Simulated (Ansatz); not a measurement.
# MnO2 (P4_2/mnm) in Ansatz: single point with PBE

Aim: the single point of MnO2 with PBE.

Everything below comes from runs of Ansatz 0.2.0. Logs are shortened: lines on timing, memory, paths and dates and some standing lists are left out, and cuts for length are marked.

## Step 1: Starting point

The structure is tetragonal, space group P4_2/mnm (No. 136). Conventional cell: a = 4.400 Å, b = 4.400 Å, c = 2.867 Å, α = 90.00°, β = 90.00°, γ = 90.00°. Mn (site symmetry mmm) is surrounded by 6 O at 1.88 to 1.90 Å. O (site symmetry m2m) is surrounded by 3 Mn at 1.88 to 1.90 Å.

The cell is a database's computed one.

## Step 2: Single point, PBE, collinear spin, ferromagnetic start

input.yaml

```yaml
crystal:
  lattice:
    - [4.4004184607, 0.0, 0.0]
    - [0.0, 4.4004184607, 0.0]
    - [0.0, 0.0, 2.86707794]
  atoms:
    - { symbol: Mn, position: [0.5, 0.5, 0.5], spin: 5.5 }
    - { symbol: Mn, position: [0.0, 0.0, 0.0], spin: 5.5 }
    - { symbol: O, position: [0.80491615, 0.19508385, 0.5] }
    - { symbol: O, position: [0.69508385, 0.69508385, 0.0] }
    - { symbol: O, position: [0.19508385, 0.80491615, 0.5] }
    - { symbol: O, position: [0.30491615, 0.30491615, 0.0] }
hamiltonian:
  xc: pbe
  pseudopotentials: { kind: paw }
magnetization:
  spin_polarized: true
kpoints:
  mp_grid: { grid: [6, 6, 9] }
scf:
  occupations: { method: fermi_dirac, width: 0.05 }
output:
  forces: true
  stress: true
  eigenvalues: true
  write_density: true
  write_potential: true
  elf: true
  volumetric_format: npy
```

Potentials or basis: Ansatz PAW.

The run is started by

```
$ ansatz run input.yaml --threads 2 --pin off --max-ram 5120MiB --backend cpu --events-out ev --progress --plain --runs-dir out
```

The log of the run:

```text
Warning: where an SCF of this run starts from atoms to list the orders of its open shells, Mn (sites 0, 1, from 0) starts with 5.00 μB on its 3d shell, in the place of the 5.50 μB that the deck gives it: its open shells can hold no more by Hund's first rule. To start from spheres of the given moment, type scf.initial_density.shell_occupations: []
Warning: RAYON_NUM_THREADS=2 ignored (pool sized by the plan → 2); use --threads N
Engine: ansatz 0.2.0, aarch64-unknown-linux-gnu
Pseudopotentials: kind: paw
Pseudopotential: Mn, paw, valence charge 15, recommended cutoff 420 eV (normal), Mn.paw.azcp
Pseudopotential: O, paw, valence charge 6, recommended cutoff 420 eV (normal), O.paw.azcp
Functional definition: PBE
  parameter kappa = 0.804
  parameter beta = 0.06672455060314922
  exchange = pbe_x(kappa = kappa, mu = beta*pi^2/3)
  correlation = pbe_c(beta = beta)
Crystal: 6 atoms, lattice volume = 55.517 Å³
Basis set: ecut = 420 eV, 1073 PW (Γ), exchange–correlation on 60×60×40 points (8 copies of the dense FFT grid, shifted against one another)
Bands: 39, of which v1, the nominal top of the filled ones, is band 27 counted from 1 (26 counted from 0)
Symmetry: 16 space group operations
Space group: P42/mnm (ITA 136), of the structure as read, at distance tolerance 3.8e-5 Å
Magnetic group: BNS 136.495 (UNI 1155), of the structure as read, at distance tolerance 3.8e-5 Å
k-points: 50 of 324
Non-local potential: Mn, projectors of the file, l = 0: 3, l = 1: 2, l = 2: 3, l = 3: 1
Non-local potential: O, projectors of the file, l = 0: 2, l = 1: 2, l = 2: 1
PAW form: soft (Blöchl's): semilocal exchange-correlation on the pseudo side does not see the compensation charge
PAW one-centre angular grid: Mn, 590 points (default); XC on 64 Gauss nodes
PAW one-centre angular grid: O, 110 points (default); XC on 64 Gauss nodes
Initial density: superposition of atomic densities (chi_scale 0.1, normalization cell, long waves kept (reshape's long-wave potential 0.00 eV rms))
Starting moments: Σ|m| = 11 μB on 2 of 6 sites
Initial wavefunctions: pseudopotential atomic-orbital guess
Functional: x = pbe(κ = 0.804, μ = 0.2195149727645171), c = pbe(β = 0.06672455060314922)
SCF iter   1: F=—  HF=-10068.122999 eV  |F-HF|=—  |Δ(HF+E_count)|=         —  Δρ=1.35e-1 (↑9.50e-2 ↓1.35e-1)  dr2=2.22e0  dr2_m=6.15e0  M=6.000 μB ∫|m|=6.425 μB  β_m=0.30  ethr=3.10e-3  ⟨swp⟩=5.7  Hψ=13662  notcnv=0  defer=1
Mixer restart at iter 1: flushing history
preconditioner: auto → Kerker (q_TF=auto, 2.716 Å⁻¹)  [metal: Δε(μ)=0.006 eV  Ē_g=13.534 eV  σ=0.050 eV  W_gap=0.03  n_scr=18 (ndim 8)  ℏωp=30.7 eV  f_vac=0.000  D(μ)=2.09/eV (n_scr^D=10)]
spin=Collinear: Kerker preconditioning applied to the charge; magnetization (m = ρ↑ − ρ↓) channel mixes plain (no charge-response kernel on spin).
SCF iter   2: F=—  HF=-10067.662668 eV  |F-HF|=—  |Δ(HF+E_count)|=   4.60e-1  Δρ=9.51e-2 (↑7.63e-2 ↓9.51e-2)  dr2=1.02e0  dr2_m=3.45e0  M=6.000 μB ∫|m|=6.350 μB  β_m=0.65  ethr=3.10e-3  ⟨swp⟩=2.1  Hψ=5768  notcnv=0  defer=380
SCF iter   3: F=—  HF=-10067.461217 eV  |F-HF|=—  |Δ(HF+E_count)|=   2.01e-1  Δρ=2.05e-2 (↑9.75e-3 ↓2.05e-2)  dr2=5.24e-1  dr2_m=2.04e-2  M=5.977 μB ∫|m|=6.154 μB  β_m=0.58  ethr=1.89e-3  ⟨swp⟩=2.2  Hψ=6955  notcnv=0  defer=394
SCF iter   4: F=—  HF=-10067.402830 eV  |F-HF|=—  |Δ(HF+E_count)|=   5.84e-2  Δρ=6.87e-3 (↑6.87e-3 ↓5.16e-3)  dr2=5.13e-2  dr2_m=6.98e-3  M=5.986 μB ∫|m|=6.136 μB  β_m=0.79  ethr=9.71e-4  ⟨swp⟩=2.4  Hψ=5950  notcnv=0  defer=423
SCF iter   5: F=—  HF=-10067.406284 eV  |F-HF|=—  |Δ(HF+E_count)|=         —  Δρ=2.31e-3 (↑2.31e-3 ↓1.98e-3)  dr2=9.10e-3  dr2_m=2.28e-4  M=5.991 μB ∫|m|=6.122 μB  β_m=0.79  ethr=9.50e-5  ⟨swp⟩=3.0  Hψ=6680  notcnv=0  defer=423
Mixer restart at iter 5: flushing history
SCF iter   6: F=—  HF=-10067.408822 eV  |F-HF|=—  |Δ(HF+E_count)|=   2.54e-3  Δρ=1.01e-3 (↑9.95e-4 ↓1.01e-3)  dr2=3.19e-3  dr2_m=3.95e-5  M=5.991 μB ∫|m|=6.122 μB  β_m=0.90  ethr=1.69e-5  ⟨swp⟩=2.9  Hψ=6884  notcnv=0  defer=423
SCF iter   7: F=—  HF=-10067.410038 eV  |F-HF|=—  |Δ(HF+E_count)|=   1.22e-3  Δρ=1.02e-3 (↑1.02e-3 ↓7.88e-4)  dr2=1.33e-3  dr2_m=1.64e-5  M=5.992 μB ∫|m|=6.120 μB  β_m=0.78  ethr=5.91e-6  ⟨swp⟩=2.4  Hψ=6292  notcnv=0  defer=423
SCF iter   8: F=—  HF=-10067.410119 eV  |F-HF|=—  |Δ(HF+E_count)|=   8.13e-5  Δρ=2.53e-4 (↑2.53e-4 ↓1.43e-4)  dr2=6.50e-5  dr2_m=5.04e-6  M=5.992 μB ∫|m|=6.121 μB  β_m=0.89  ethr=2.47e-6  ⟨swp⟩=2.0  Hψ=7100  notcnv=0  defer=423
SCF iter   9: F=—  HF=-10067.410229 eV  |F-HF|=—  |Δ(HF+E_count)|=   1.10e-4  Δρ=7.44e-5 (↑7.44e-5 ↓6.99e-5)  dr2=1.06e-5  dr2_m=1.24e-7  M=5.992 μB ∫|m|=6.121 μB  β_m=0.95  ethr=1.20e-7  ⟨swp⟩=2.0  Hψ=5201  notcnv=0  defer=423
SCF iter  10: F=—  HF=-10067.410231 eV  |F-HF|=—  |Δ(HF+E_count)|=   1.47e-6  Δρ=3.22e-5 (↑3.18e-5 ↓3.22e-5)  dr2=1.60e-6  dr2_m=1.38e-8  M=5.992 μB ∫|m|=6.121 μB  β_m=0.97  ethr=1.96e-8  ⟨swp⟩=2.5  Hψ=6301  notcnv=0  defer=423
SCF iter  11: F=—  HF=-10067.410231 eV  |F-HF|=—  |Δ(HF+E_count)|=   5.77e-7  Δρ=1.92e-5 (↑1.55e-5 ↓1.92e-5)  dr2=5.81e-7  dr2_m=5.12e-9  M=5.992 μB ∫|m|=6.121 μB  β_m=0.99  ethr=2.97e-9  ⟨swp⟩=1.6  Hψ=4456  notcnv=0  defer=423
SCF iter  12: F=—  HF=-10067.410231 eV  |F-HF|=—  |Δ(HF+E_count)|=   2.69e-8  Δρ=3.66e-6 (↑1.79e-6 ↓3.66e-6)  dr2=1.18e-8  dr2_m=6.08e-10  M=5.992 μB ∫|m|=6.121 μB  β_m=0.99  ethr=1.08e-9  ⟨swp⟩=2.2  Hψ=6008  notcnv=0  defer=423
SCF iter  13: F=-10067.410231 eV  HF=-10067.410231 eV  |F-HF|=8.53e-10  |Δ(HF+E_count)|=   4.53e-9  Δρ=1.08e-6 (↑6.06e-7 ↓1.08e-6)  dr2=1.37e-9  dr2_m=5.24e-11  M=5.992 μB ∫|m|=6.121 μB  ethr=2.19e-11  ⟨swp⟩=10.3  Hψ=23074  notcnv=0
SCF 1 converged in 13 iterations: F = -10067.410231 eV  dr2 = 1.37e-9
WARN: an SCF from antiferromagnetic starting moments (-5.50, 5.50, 0.00, 0.00, 0.00, 0.00 Bohr magnetons, atom by atom) was not made, by what the run has read of turns of its moments that order reads lower: the deck asks for what bars it, or types moments that do (magnetization.spin_polarized, in the input reference, names some of the keys), or the run goes by scf.lower_state_search: light, the default, which as a rule tries one only behind a close that has lost an order of both signs, or on which an open d or half-filled 4f shell of a PAW file has lost a moment that was set nearer to Hund's than to what is left; or, under a Hubbard U, one that names an f shell that the input leaves bare beside given moments, or a larger moment for a shell of low spin that is given one. standard, with a start from the atoms, tries one behind each close (in a relaxation, ahead of its steps or at their end). To set out from that order, type those moments (crystal.atoms[].spin; where shells were raised to Hund's moment, beside crystal.symmetry.detect: false) under scf.lower_state_search: light. The bands of the close that named these starting moments, or of the one ahead of a search that led to it (under cold or Methfessel-Paxton smearing those of the Gaussian ahead of it) read a cost of -402.72 meV for the turn to them, carried on from a small turn (-402.72 by the pairs of d shells alone)
SCF converged after 13 iterations
Magnetization: 5.9920 μB (29.9960 up, 24.0040 down)
Absolute magnetization: 6.1375 μB (∫|ρ↑−ρ↓|, with the PAW one-centre terms)
Spin contamination: 0.0520 ħ² per cell (⟨S²⟩ above its minimum at these occupations)
Per-site moments (μB) at R_I (Å): [(2.3703050129750722, 0.77489733565151), (2.3703050129750722, 0.7748973356515101), (0.10497544495173529, 0.7748973356515101), (0.10497544495173505, 0.77489733565151), (0.10497544495173516, 0.7748973356515101), (0.10497544495173532, 0.7748973356515102)]
Free energy (F): -10067.410231 eV
Harris-Foulkes:  -10067.410231 eV  (|F-HF|=8.53e-10)
Internal energy: -10067.407038 eV  (E = F + TS)
E sigma→0 (E₀):  -10067.408635 eV
Entropy (-TS):   -0.003193 eV (-0.532 meV/atom)
Fermi energy:    11.031300 eV
--- Per-component energies (eV) ---
  E_band       = -581.748821
  E_kinetic    = 1300.554212
  E_local      = -5461.595377  (includes V_loc(G=0)·N_el)
  E_nonlocal   = 666.013827
  E_hartree    = 2149.146023
  E_xc         = -521.344404
  E_vxc        = -666.269302  (∫ρ·V_xc dr)
  E_paw        = -3221.317947  (= ΣΔE_a)
  E_vpaw       = -718.752235  (= ΣTr[D̂ρ^β])
  E_aug_tail   = 0.009828  (compensation charges beyond the density's cutoff)
  E_ewald      = -4978.873199
  E_smearing   = -0.003193  (= −TS)
  E_closure    = 0.000000  (closes the sum)
  Σ components = -10067.410231   (vs F -10067.410231, Δ=0.00e0)
--- Forces (eV/Å), atoms counted from 1 ---
  atom   1  Mn     0.00000000     0.00000000     0.00000000
  atom   2  Mn     0.00000000    -0.00000000     0.00000000
  atom   3  O     -0.00058015     0.00058015     0.00000000
  atom   4  O      0.00058015     0.00058015     0.00000000
  atom   5  O      0.00058015    -0.00058015     0.00000000
  atom   6  O     -0.00058015    -0.00058015     0.00000000
  max |Σ_I F_I| component: 1.52e-18 eV/Å
--- Stress (GPa, compression-positive) ---
        6.366067       0.000000       0.000000
        0.000000       6.366067       0.000000
        0.000000       0.000000       5.323475
  P = ⅓ Tr σ = 6.0185 GPa (60.185 kbar)
--- Band table (eV; the first three rows and the last of 100) ---
  k-point 0 ↑: bands = ["-71.0053", "-71.0025", "-39.7480", "-39.7396", "-39.6849", "-39.6849", "-39.6090", "-39.6090", "-9.1422", "-7.2914", "-6.8796", "-6.8796", "2.8513", "3.5173", "4.1567", "5.0434", "5.0434", "6.8150", "6.8150", "7.3922", "8.1370", "8.2593", "8.3991", "8.3991", "8.5649", "9.2273", "9.6853", "9.6853", "10.2463", "10.8260", "10.8462", "13.7430", "13.7430", "14.4750", "18.5791", "21.9324", "21.9324", "24.4657", "25.6819"]
  k-point 1 ↑: bands = ["-71.0041", "-71.0015", "-39.7609", "-39.7531", "-39.6827", "-39.6827", "-39.6082", "-39.6082", "-9.0198", "-7.2524", "-6.9025", "-6.9025", "3.0223", "3.6377", "4.2980", "4.9400", "4.9400", "6.8468", "7.0312", "7.0312", "7.7438", "8.1126", "8.1126", "8.2839", "8.6684", "9.2663", "9.9236", "9.9236", "10.0847", "10.7679", "11.0944", "13.4877", "13.4877", "14.2895", "18.9956", "22.4392", "22.4392", "24.6726", "25.6761"]
  k-point 2 ↑: bands = ["-71.0012", "-70.9991", "-39.7934", "-39.7871", "-39.6768", "-39.6768", "-39.6064", "-39.6064", "-8.6792", "-7.1758", "-6.9612", "-6.9612", "3.4926", "3.9531", "4.7128", "4.8283", "4.8283", "5.8905", "6.8659", "7.2976", "7.2976", "7.6808", "7.6808", "8.2736", "8.6995", "9.2888", "9.7133", "10.3063", "10.3063", "10.5983", "11.5478", "13.0312", "13.0312", "13.7586", "20.0590", "23.6318", "23.6318", "24.9912", "25.6834"]
  k-point 49 ↓: bands = ["-67.9277", "-67.9277", "-36.8905", "-36.8905", "-36.6744", "-36.6744", "-36.6055", "-36.6055", "-7.1213", "-7.1213", "-6.9838", "-6.9838", "4.4208", "4.4208", "4.8368", "4.8368", "6.0676", "6.0676", "6.8965", "6.8965", "9.0281", "9.0281", "9.4245", "9.4245", "12.1270", "12.1270", "12.1355", "12.1355", "12.5349", "12.5349", "14.1161", "14.1161", "14.3555", "14.3555", "22.8729", "22.8729", "24.7392", "24.7392", "26.2633"]
```

It took 8.9 s on 2 threads of Arm Neoverse V2, shared host; peak memory 0.46 GiB.

Results:

* Free energy: -10067.4102 eV
* Pressure: 6.0 GPa
* Band gap on the k mesh: none (metal or under the smearing width)
* Net moment: 5.99 μB per cell
* Absolute moment: 6.14 μB per cell
* Site moments: Mn +2.37; O +0.10 μB

Stress tensor (GPa, compression positive):
```
6.37 0.00 0.00
0.00 6.37 0.00
0.00 0.00 5.32
```

Levels at points of the mesh, in eV from the Fermi level:
Spin up:
| k point | band 28 | band 29 | band 30 | band 31 | band 32 | band 33 |
| --- | --- | --- | --- | --- | --- | --- |
| (0.00, 0.00, 0.00) | -1.35 | -0.78 | -0.21 | -0.19 | 2.71 | 2.71 |
| (0.00, -0.50, 0.00) | -1.49 | -0.78 | -0.78 | 2.20 | 2.20 | 2.47 |
| (-0.50, -0.50, 0.00) | -2.26 | -0.11 | -0.11 | 1.46 | 1.46 | 2.68 |
Spin down:
```csv
k point,band 20,band 21,band 22,band 23,band 24,band 25,band 26,band 27,band 28,band 29
"(0.00, 0.00, 0.00)",-3.53,-1.75,-1.05,-1.05,-0.46,0.06,0.38,0.52,0.52,0.72
"(0.00, -0.50, 0.00)",-4.08,-2.96,-2.96,-1.31,-1.31,0.76,0.76,1.12,1.12,1.83
"(-0.50, -0.50, 0.00)",-2.96,-2.62,-2.62,-2.04,-2.04,0.09,0.09,0.53,0.53,2.22
```

Caveat: the magnetic or orbital state may not be the lowest; the pressure holds a Pulay correction of +0.9 GPa for the finite cutoff; semilocal functionals often make such compounds metallic where correlation or magnetic order opens a gap, which also shifts bond lengths; only a ferromagnetic start was run, and an antiferromagnetic order may lie lower in energy.
